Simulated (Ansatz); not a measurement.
A run of Ansatz 0.2.0:

File input.yaml:

```yaml
crystal:
  lattice:
    - [3.5230547267, 0.0, 0.0]
    - [0.0, 3.5230547267, 0.0]
    - [0.0, 0.0, 3.5230547267]
  atoms:
    - { symbol: Ni, position: [0.5, 0.5, 0.0], spin: 1.0 }
    - { symbol: Ni, position: [0.5, 0.0, 0.5], spin: 1.0 }
    - { symbol: Ni, position: [0.0, 0.5, 0.5], spin: 1.0 }
    - { symbol: Al, position: [0.0, 0.0, 0.0] }
hamiltonian:
  xc: pbe
  pseudopotentials: { kind: paw }
magnetization:
  spin_polarized: true
kpoints:
  mp_grid: { grid: [8, 8, 8] }
scf:
  occupations: { method: gaussian, width: 0.015 }
output:
  forces: true
  stress: true
  eigenvalues: true
```

Potentials or basis: Ansatz PAW.

Run with:

```console
$ ansatz run input.yaml --threads 2 --pin off --max-ram 5632MiB --backend cpu --events-out ev --progress --plain --runs-dir out
```

Hardware: 2 threads of Intel(R) Xeon(R) 6975P-C (Granite Rapids), on a shared host.

Question: How long does it take, and how much memory?

Answer: Wall time 3.8 s on 2 threads of Intel(R) Xeon(R) 6975P-C (Granite Rapids) (shared host), peak memory 0.47 GiB. Counts: scf iterations 13, plane waves 847, k points 35, bands 36.
